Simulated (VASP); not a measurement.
# Tl (P6_3/mmc) in VASP: further runs, part 8 of 8

VASP 6.6.1. Earlier steps stand in the parts before.

### Step 105. Equation of state, PBEsol, 27.72 Å³/atom

Contents of INCAR:

```
SYSTEM = Tl
ADDGRID  = .False.      
ALGO     = Normal         ! electronic algorithm
EDIFF    = 1E-6           ! SCF threshold, eV
ENCUT    = 550            ! plane-wave cutoff, eV
GGA      = PS             ! functional
ISIF     = 2              ! what is computed and relaxed
ISMEAR   = 1              ! smearing method
LASPH    = .True.         ! aspherical terms in the spheres
LCHARG   = .False.        ! write CHGCAR
LREAL    = .False.        ! projectors in reciprocal space
LWAVE    = .False.        ! write WAVECAR
NELM     = 100            ! most SCF steps
PREC     = Low            ! precision mode
SIGMA    = 0.1            ! smearing width, eV
```

Contents of KPOINTS:

```
k-points
0
Gamma
  13 13 7
  0 0 0
```

Contents of POSCAR:

```
Tl
1.0
    3.4210885222      0.0000000000      0.0000000000
   -1.7105442611      2.9627495688      0.0000000000
    0.0000000000      0.0000000000      5.4691881034
Tl
2
Direct
    0.6666666667      0.3333333333      0.7500000000
    0.3333333333      0.6666666667      0.2500000000
```

Potentials or basis: VASP PAW PBE potentials, release 64 (Tl_d).

The run is started by

```console
$ cat potpaw_PBE.64/Tl_d/POTCAR > POTCAR
$ mpirun -np 1 vasp_std > vasp.out
```

Run time: 15 s. Hardware: 1 thread of AMD EPYC 9R45 (Zen 5), shared host; peak memory 0.13 GiB.

These settings aren't checked as converged: the numbers below hold their error.

Results:

```
Free energy            : -5.2565 eV
Pressure               : 1.2 GPa
Band gap on the k mesh : none (metal or under the smearing width)
```

Caveat: the PAW data sets were made with another functional, which shifts forces and pressure a little.

### Step 106. Equation of state, PBEsol, 29.43 Å³/atom

INCAR is that of step 105.

KPOINTS is that of step 105.

Contents of POSCAR:

```
Tl
1.0
    3.4902200473      0.0000000000      0.0000000000
   -1.7451100236      3.0226192258      0.0000000000
    0.0000000000      0.0000000000      5.5797065281
Tl
2
Direct
    0.6666666667      0.3333333333      0.7500000000
    0.3333333333      0.6666666667      0.2500000000
```

The run is started by

```console
$ cat potpaw_PBE.64/Tl_d/POTCAR > POTCAR
$ mpirun -np 1 vasp_std > vasp.out
```

Run time: 15 s. Hardware: 1 thread of AMD EPYC 9R45 (Zen 5), shared host; peak memory 0.14 GiB.

The run converged, but some of its settings lie outside the range that counts as converged, so its numbers aren't taken as properties of the crystal.

What came out:

| Item | Value |
| --- | --- |
| Free energy | -5.2588 eV |
| Pressure | -1.0 GPa |
| Band gap on the k mesh | none (metal or under the smearing width) |

Caveat: the PAW data sets were made with another functional, which shifts forces and pressure a little.

### Step 107. Equation of state, PBEsol, 27.72 Å³/atom

INCAR, as its differences from that of step 106:

```diff
@@ -13,3 +13,3 @@
 NELM     = 100            ! most SCF steps
-PREC     = Low            ! precision mode
+PREC     = Normal         ! precision mode
 SIGMA    = 0.1            ! smearing width, eV
```

KPOINTS is that of step 106.

Contents of POSCAR:

```
Tl
1.0
    3.4210885222      0.0000000000      0.0000000000
   -1.7105442611      2.9627495688      0.0000000000
    0.0000000000      0.0000000000      5.4691881034
Tl
2
Direct
    0.6666666667      0.3333333333      0.7500000000
    0.3333333333      0.6666666667      0.2500000000
```

The run is started by

```console
$ cat potpaw_PBE.64/Tl_d/POTCAR > POTCAR
$ mpirun -np 1 vasp_std > vasp.out
```

Wall time 15 s (1 thread of AMD EPYC 9R45 (Zen 5), shared host); peak memory 0.15 GiB.

The run converged, but some of its settings lie outside the range that counts as converged, so its numbers aren't taken as properties of the crystal.

Results:

* Free energy: -5.2560 eV
* Pressure: 1.2 GPa
* Band gap on the k mesh: none (metal or under the smearing width)

Caveat: the PAW data sets were made with another functional, which shifts forces and pressure a little.

### Step 108. Equation of state, PBEsol, 29.43 Å³/atom

INCAR is that of step 107.

KPOINTS is that of step 107.

Contents of POSCAR:

```
Tl
1.0
    3.4902200473      0.0000000000      0.0000000000
   -1.7451100236      3.0226192258      0.0000000000
    0.0000000000      0.0000000000      5.5797065281
Tl
2
Direct
    0.6666666667      0.3333333333      0.7500000000
    0.3333333333      0.6666666667      0.2500000000
```

Potentials or basis: VASP PAW PBE potentials, release 64 (Tl_d).

The run is started by

```console
$ cat potpaw_PBE.64/Tl_d/POTCAR > POTCAR
$ mpirun -np 1 vasp_std > vasp.out
```

Wall time 15 s (1 thread of AMD EPYC 9R45 (Zen 5), shared host); peak memory 0.16 GiB.

These settings aren't checked as converged: the numbers below hold their error.

Results:

- Free energy: -5.2579 eV
- Pressure: -1.0 GPa
- Band gap on the k mesh: none (metal or under the smearing width)

Caveat: the PAW data sets were made with another functional, which shifts forces and pressure a little.

### Step 109. Equation of state, PBEsol, 27.72 Å³/atom

INCAR, as its differences from that of step 108:

```diff
@@ -10,6 +10,6 @@
 LCHARG   = .False.        ! write CHGCAR
-LREAL    = .False.        ! projectors in reciprocal space
+LREAL    = Auto         
 LWAVE    = .False.        ! write WAVECAR
 NELM     = 100            ! most SCF steps
-PREC     = Normal         ! precision mode
+PREC     = Accurate       ! precision mode
 SIGMA    = 0.1            ! smearing width, eV
```

KPOINTS is that of step 108.

Contents of POSCAR:

```
Tl
1.0
    3.4210885222      0.0000000000      0.0000000000
   -1.7105442611      2.9627495688      0.0000000000
    0.0000000000      0.0000000000      5.4691881034
Tl
2
Direct
    0.6666666667      0.3333333333      0.7500000000
    0.3333333333      0.6666666667      0.2500000000
```

The run is started by

```console
$ cat potpaw_PBE.64/Tl_d/POTCAR > POTCAR
$ mpirun -np 1 vasp_std > vasp.out
```

Wall time 52 s (1 thread of AMD EPYC 9R45 (Zen 5), shared host); peak memory 0.17 GiB.

The run converged, but some of its settings lie outside the range that counts as converged, so its numbers aren't taken as properties of the crystal.

What came out:

```yaml
Free_energy: -5.2570 eV
Pressure: 1.2 GPa
Band_gap_on_the_k_mesh: none (metal or under the smearing width)
```

Caveat: the PAW data sets were made with another functional, which shifts forces and pressure a little.

### Step 110. Equation of state, PBEsol, 29.43 Å³/atom

INCAR is that of step 109.

KPOINTS is that of step 109.

Contents of POSCAR:

```
Tl
1.0
    3.4902200473      0.0000000000      0.0000000000
   -1.7451100236      3.0226192258      0.0000000000
    0.0000000000      0.0000000000      5.5797065281
Tl
2
Direct
    0.6666666667      0.3333333333      0.7500000000
    0.3333333333      0.6666666667      0.2500000000
```

The run is started by

```console
$ cat potpaw_PBE.64/Tl_d/POTCAR > POTCAR
$ mpirun -np 1 vasp_std > vasp.out
```

Wall time 56 s (1 thread of AMD EPYC 9R45 (Zen 5), shared host); peak memory 0.18 GiB.

These settings aren't checked as converged: the numbers below hold their error.

Results:

```
Free energy            : -5.2587 eV
Pressure               : -1.0 GPa
Band gap on the k mesh : none (metal or under the smearing width)
```

Caveat: the PAW data sets were made with another functional, which shifts forces and pressure a little.

### Step 111. Equation of state, PBEsol, 27.72 Å³/atom

INCAR, as its differences from that of step 110:

```diff
@@ -3,3 +3,3 @@
 ALGO     = Normal         ! electronic algorithm
-EDIFF    = 1E-6           ! SCF threshold, eV
+EDIFF    = 1E-4           ! SCF threshold, eV
 ENCUT    = 550            ! plane-wave cutoff, eV
@@ -10,3 +10,3 @@
 LCHARG   = .False.        ! write CHGCAR
-LREAL    = Auto         
+LREAL    = .False.        ! projectors in reciprocal space
 LWAVE    = .False.        ! write WAVECAR
```

KPOINTS is that of step 110.

Contents of POSCAR:

```
Tl
1.0
    3.4210885222      0.0000000000      0.0000000000
   -1.7105442611      2.9627495688      0.0000000000
    0.0000000000      0.0000000000      5.4691881034
Tl
2
Direct
    0.6666666667      0.3333333333      0.7500000000
    0.3333333333      0.6666666667      0.2500000000
```

Potentials or basis: VASP PAW PBE potentials, release 64 (Tl_d).

The run is started by

```console
$ cat potpaw_PBE.64/Tl_d/POTCAR > POTCAR
$ mpirun -np 1 vasp_std > vasp.out
```

Run time: 26 s. Hardware: 1 thread of AMD EPYC 9R45 (Zen 5), shared host; peak memory 0.18 GiB.

The run converged, but some of its settings lie outside the range that counts as converged, so its numbers aren't taken as properties of the crystal.

What came out:

- Free energy: -5.2560 eV
- Pressure: 1.2 GPa
- Band gap on the k mesh: none (metal or under the smearing width)

Caveat: the PAW data sets were made with another functional, which shifts forces and pressure a little.

### Step 112. Equation of state, PBEsol, 29.43 Å³/atom

INCAR is that of step 111.

KPOINTS is that of step 111.

Contents of POSCAR:

```
Tl
1.0
    3.4902200473      0.0000000000      0.0000000000
   -1.7451100236      3.0226192258      0.0000000000
    0.0000000000      0.0000000000      5.5797065281
Tl
2
Direct
    0.6666666667      0.3333333333      0.7500000000
    0.3333333333      0.6666666667      0.2500000000
```

The run is started by

```console
$ cat potpaw_PBE.64/Tl_d/POTCAR > POTCAR
$ mpirun -np 1 vasp_std > vasp.out
```

Wall time 28 s (1 thread of AMD EPYC 9R45 (Zen 5), shared host); peak memory 0.19 GiB.

The run converged, but some of its settings lie outside the range that counts as converged, so its numbers aren't taken as properties of the crystal.

What came out:

- Free energy: -5.2578 eV
- Pressure: -1.0 GPa
- Band gap on the k mesh: none (metal or under the smearing width)

Caveat: the PAW data sets were made with another functional, which shifts forces and pressure a little.

### Step 113. Equation of state, PBEsol, 27.72 Å³/atom

INCAR, as its differences from that of step 112:

```diff
@@ -3,4 +3,4 @@
 ALGO     = Normal         ! electronic algorithm
-EDIFF    = 1E-4           ! SCF threshold, eV
-ENCUT    = 550            ! plane-wave cutoff, eV
+EDIFF    = 1E-6           ! SCF threshold, eV
+ENCUT    = 450            ! plane-wave cutoff, eV
 GGA      = PS             ! functional
```

Contents of KPOINTS:

```
k-points
0
Gamma
  15 15 8
  0 0 0
```

Contents of POSCAR:

```
Tl
1.0
    3.4210885222      0.0000000000      0.0000000000
   -1.7105442611      2.9627495688      0.0000000000
    0.0000000000      0.0000000000      5.4691881034
Tl
2
Direct
    0.6666666667      0.3333333333      0.7500000000
    0.3333333333      0.6666666667      0.2500000000
```

The run is started by

```console
$ cat potpaw_PBE.64/Tl_d/POTCAR > POTCAR
$ mpirun -np 1 vasp_std > vasp.out
```

Run time: 32 s. Hardware: 1 thread of AMD EPYC 9R45 (Zen 5), shared host; peak memory 0.19 GiB.

The run converged, but some of its settings lie outside the range that counts as converged, so its numbers aren't taken as properties of the crystal.

Results:

```
Free energy            : -5.2533 eV
Pressure               : 1.2 GPa
Band gap on the k mesh : none (metal or under the smearing width)
```

Caveat: the PAW data sets were made with another functional, which shifts forces and pressure a little.

### Step 114. Equation of state, PBEsol, 29.43 Å³/atom

INCAR is that of step 113.

KPOINTS is that of step 113.

Contents of POSCAR:

```
Tl
1.0
    3.4902200473      0.0000000000      0.0000000000
   -1.7451100236      3.0226192258      0.0000000000
    0.0000000000      0.0000000000      5.5797065281
Tl
2
Direct
    0.6666666667      0.3333333333      0.7500000000
    0.3333333333      0.6666666667      0.2500000000
```

Potentials or basis: VASP PAW PBE potentials, release 64 (Tl_d).

The run is started by

```console
$ cat potpaw_PBE.64/Tl_d/POTCAR > POTCAR
$ mpirun -np 1 vasp_std > vasp.out
```

Wall time 36 s (1 thread of AMD EPYC 9R45 (Zen 5), shared host); peak memory 0.19 GiB.

The run converged, but some of its settings lie outside the range that counts as converged, so its numbers aren't taken as properties of the crystal.

Results:

* Free energy: -5.2546 eV
* Pressure: -1.0 GPa
* Band gap on the k mesh: none (metal or under the smearing width)

Caveat: the PAW data sets were made with another functional, which shifts forces and pressure a little.

### Step 115. Equation of state, PBEsol, 27.72 Å³/atom

INCAR, as its differences from that of step 114:

```diff
@@ -4,3 +4,3 @@
 EDIFF    = 1E-6           ! SCF threshold, eV
-ENCUT    = 450            ! plane-wave cutoff, eV
+ENCUT    = 700            ! plane-wave cutoff, eV
 GGA      = PS             ! functional
```

Contents of KPOINTS:

```
k-points
0
Gamma
  13 13 7
  0 0 0
```

Contents of POSCAR:

```
Tl
1.0
    3.4210885222      0.0000000000      0.0000000000
   -1.7105442611      2.9627495688      0.0000000000
    0.0000000000      0.0000000000      5.4691881034
Tl
2
Direct
    0.6666666667      0.3333333333      0.7500000000
    0.3333333333      0.6666666667      0.2500000000
```

The run is started by

```console
$ cat potpaw_PBE.64/Tl_d/POTCAR > POTCAR
$ mpirun -np 1 vasp_std > vasp.out
```

Run time: 40 s. Hardware: 1 thread of AMD EPYC 9R45 (Zen 5), shared host; peak memory 0.23 GiB.

The run converged, but some of its settings lie outside the range that counts as converged, so its numbers aren't taken as properties of the crystal.

What came out:

* Free energy: -5.2563 eV
* Pressure: 1.3 GPa
* Band gap on the k mesh: none (metal or under the smearing width)

Caveat: the PAW data sets were made with another functional, which shifts forces and pressure a little.

### Step 116. Equation of state, PBEsol, 29.43 Å³/atom

INCAR is that of step 115.

KPOINTS is that of step 115.

Contents of POSCAR:

```
Tl
1.0
    3.4902200473      0.0000000000      0.0000000000
   -1.7451100236      3.0226192258      0.0000000000
    0.0000000000      0.0000000000      5.5797065281
Tl
2
Direct
    0.6666666667      0.3333333333      0.7500000000
    0.3333333333      0.6666666667      0.2500000000
```

The run is started by

```console
$ cat potpaw_PBE.64/Tl_d/POTCAR > POTCAR
$ mpirun -np 1 vasp_std > vasp.out
```

It took 44 s on 1 thread of AMD EPYC 9R45 (Zen 5), shared host; peak memory 0.23 GiB.

These settings aren't checked as converged: the numbers below hold their error.

Results:

```yaml
Free_energy: -5.2582 eV
Pressure: -1.0 GPa
Band_gap_on_the_k_mesh: none (metal or under the smearing width)
```

Caveat: the PAW data sets were made with another functional, which shifts forces and pressure a little.

### Step 117. Equation of state, PBEsol, 27.72 Å³/atom

INCAR, as its differences from that of step 116:

```diff
@@ -4,3 +4,3 @@
 EDIFF    = 1E-6           ! SCF threshold, eV
-ENCUT    = 700            ! plane-wave cutoff, eV
+ENCUT    = 550            ! plane-wave cutoff, eV
 GGA      = PS             ! functional
```

Contents of KPOINTS:

```
k-points
0
Gamma
  15 15 8
  0 0 0
```

Contents of POSCAR:

```
Tl
1.0
    3.4210885222      0.0000000000      0.0000000000
   -1.7105442611      2.9627495688      0.0000000000
    0.0000000000      0.0000000000      5.4691881034
Tl
2
Direct
    0.6666666667      0.3333333333      0.7500000000
    0.3333333333      0.6666666667      0.2500000000
```

Potentials or basis: VASP PAW PBE potentials, release 64 (Tl_d).

The run is started by

```console
$ cat potpaw_PBE.64/Tl_d/POTCAR > POTCAR
$ mpirun -np 1 vasp_std > vasp.out
```

It took 47 s on 1 thread of AMD EPYC 9R45 (Zen 5), shared host; peak memory 0.22 GiB.

These settings aren't checked as converged: the numbers below hold their error.

Results:

```
Free energy            : -5.2527 eV
Pressure               : 1.2 GPa
Band gap on the k mesh : none (metal or under the smearing width)
```

Caveat: the PAW data sets were made with another functional, which shifts forces and pressure a little.

### Step 118. Equation of state, PBEsol, 29.43 Å³/atom

INCAR is that of step 117.

KPOINTS is that of step 117.

Contents of POSCAR:

```
Tl
1.0
    3.4902200473      0.0000000000      0.0000000000
   -1.7451100236      3.0226192258      0.0000000000
    0.0000000000      0.0000000000      5.5797065281
Tl
2
Direct
    0.6666666667      0.3333333333      0.7500000000
    0.3333333333      0.6666666667      0.2500000000
```

The run is started by

```console
$ cat potpaw_PBE.64/Tl_d/POTCAR > POTCAR
$ mpirun -np 1 vasp_std > vasp.out
```

Wall time 55 s (1 thread of AMD EPYC 9R45 (Zen 5), shared host); peak memory 0.24 GiB.

The run converged, but some of its settings lie outside the range that counts as converged, so its numbers aren't taken as properties of the crystal.

Results:

```
Free energy            : -5.2540 eV
Pressure               : -1.1 GPa
Band gap on the k mesh : none (metal or under the smearing width)
```

Caveat: the PAW data sets were made with another functional, which shifts forces and pressure a little.

### Step 119. Band structure, PBE+D3(BJ)

Contents of INCAR:

```
SYSTEM = Tl
ALGO = Fast ; EDIFF = 1E-6
ENCUT = 520 ; GGA = PE
ISIF = 2 ; ISMEAR = 1
IVDW = 12 ; LASPH = .TRUE.
LCHARG = .FALSE. ; LREAL = .FALSE.
LWAVE = .FALSE. ; NELM = 80
PREC = Accurate ; SIGMA = 0.2
```

Contents of Tl.cif:

```cif
data_Tl
_cell_length_a 3.45600000
_cell_length_b 3.45600000
_cell_length_c 5.52500000
_cell_angle_alpha 90.00000000
_cell_angle_beta 90.00000000
_cell_angle_gamma 120.00000000
_space_group_name_H-M_alt 'P6_3/mmc'
_space_group_name_Hall '-P 6c 2c'
_space_group_IT_number 194
loop_
_space_group_symop_operation_xyz
'x,y,z'
'-x,-y,-z'
'x-y,x,z+1/2'
'-x+y,-x,-z+1/2'
'-y,x-y,z'
'y,-x+y,-z'
'-x,-y,z+1/2'
'x,y,-z+1/2'
'-x+y,-x,z'
'x-y,x,-z'
'y,-x+y,z+1/2'
'-y,x-y,-z+1/2'
'-y,-x,-z+1/2'
'y,x,z+1/2'
'-x,-x+y,-z'
'x,x-y,z'
'-x+y,y,-z+1/2'
'x-y,-y,z+1/2'
'y,x,-z'
'-y,-x,z'
'x,x-y,-z+1/2'
'-x,-x+y,z+1/2'
'x-y,-y,-z'
'-x+y,y,z'
loop_
_atom_site_label
_atom_site_type_symbol
_atom_site_symmetry_multiplicity
_atom_site_Wyckoff_symbol
_atom_site_fract_x
_atom_site_fract_y
_atom_site_fract_z
_atom_site_occupancy
Tl1 Tl 2 c 0.6666666667 0.3333333333 0.7500000000 1
```

Contents of KPOINTS:

```
k-points
0
G
  9 9 5
  0 0 0
```

Contents of POSCAR:

```
Tl
 1.0000000000000000
     3.4560000000000000    0.0000000000000000    0.0000000000000000
    -1.7279999999999993    2.9929837954790202    0.0000000000000000
     0.0000000000000000    0.0000000000000000    5.5250000000000004
 Tl 
   2
Cartesian
  1.7280000001728000  0.9976612650599072  4.1437500000000007
 -0.0000000001727996  1.9953225304191131  1.3812499999999994
```

Contents of KPOINTS_OPT:

```
path GMKGALHA,LM,KH
10
line-mode
reciprocal
 0.0000000000  0.0000000000  0.0000000000  G
 0.5000000000  0.0000000000  0.0000000000  M

 0.5000000000  0.0000000000  0.0000000000  M
 0.3333333333  0.3333333333  0.0000000000  K

 0.3333333333  0.3333333333  0.0000000000  K
 0.0000000000  0.0000000000  0.0000000000  G

 0.0000000000  0.0000000000  0.0000000000  G
 0.0000000000  0.0000000000  0.5000000000  A

 0.0000000000  0.0000000000  0.5000000000  A
 0.5000000000  0.0000000000  0.5000000000  L

 0.5000000000  0.0000000000  0.5000000000  L
 0.3333333333  0.3333333333  0.5000000000  H

 0.3333333333  0.3333333333  0.5000000000  H
 0.0000000000  0.0000000000  0.5000000000  A

 0.5000000000  0.0000000000  0.5000000000  L
 0.5000000000  0.0000000000  0.0000000000  M

 0.3333333333  0.3333333333  0.0000000000  K
 0.3333333333  0.3333333333  0.5000000000  H
```

The run is started by

```console
$ ase convert -i cif -o vasp Tl.cif POSCAR
$ cat potpaw_PBE.64/Tl_d/POTCAR > POTCAR
$ mpirun -np 1 vasp_std > vasp.out
```

Wall time 28 s (1 thread of Intel Xeon 6975P-C (Granite Rapids), shared host); peak memory 0.21 GiB.

Results (log left out):

| Quantity | Value |
| --- | --- |
| Free energy | -5.0641 eV |
| Pressure | 1.4 GPa |
| Band gap along the path | none (metal or under the smearing width) |
| Dispersion energy per atom | -0.343 eV |

Stress tensor (GPa, compression positive):
```
0.86 0.00 0.00
0.00 0.86 0.00
0.00 0.00 2.35
```

Levels at the corners of the path, in eV from the Fermi level:
```tsv
point	band 9	band 10	band 11	band 12	band 13	band 14	band 15	band 16	band 17
Γ	-11.09	-11.09	-10.03	-5.09	-2.82	8.00	8.00	10.08	10.13
M	-11.04	-11.04	-5.77	-4.68	-0.68	0.53	1.37	3.82	3.90
M	-11.04	-11.04	-5.77	-4.68	-0.68	0.53	1.37	3.82	3.90
K	-11.13	-11.08	-4.59	-4.59	-1.29	1.80	1.80	2.82	3.16
K	-11.13	-11.08	-4.59	-4.59	-1.29	1.80	1.80	2.82	3.16
Γ	-11.09	-11.09	-10.03	-5.09	-2.82	8.00	8.00	10.08	10.09
Γ	-11.09	-11.09	-10.03	-5.09	-2.82	8.00	8.00	10.08	10.09
A	-11.20	-11.20	-8.59	-8.59	3.38	3.38	8.98	8.98	8.98
A	-11.20	-11.20	-8.59	-8.59	3.38	3.38	8.98	8.98	8.98
L	-11.06	-11.06	-4.70	-4.70	-2.26	-2.26	5.58	5.58	6.17
L	-11.06	-11.06	-4.70	-4.70	-2.26	-2.26	5.58	5.58	6.17
H	-11.08	-11.08	-4.06	-4.06	-0.89	-0.89	0.23	0.23	7.68
H	-11.08	-11.08	-4.06	-4.06	-0.89	-0.89	0.23	0.23	7.68
A	-11.20	-11.20	-8.59	-8.59	3.38	3.38	8.98	8.98	8.98
L	-11.06	-11.06	-4.70	-4.70	-2.26	-2.26	5.58	5.58	6.17
M	-11.04	-11.04	-5.77	-4.68	-0.68	0.53	1.37	3.82	3.90
K	-11.13	-11.08	-4.59	-4.59	-1.29	1.80	1.80	2.82	3.16
H	-11.08	-11.08	-4.06	-4.06	-0.89	-0.89	0.23	0.23	7.68
```

Caveat: spin-orbit coupling is left out, which moves the levels of the heavy elements; pairwise dispersion overbinds metals, which lowers pressure and volume.
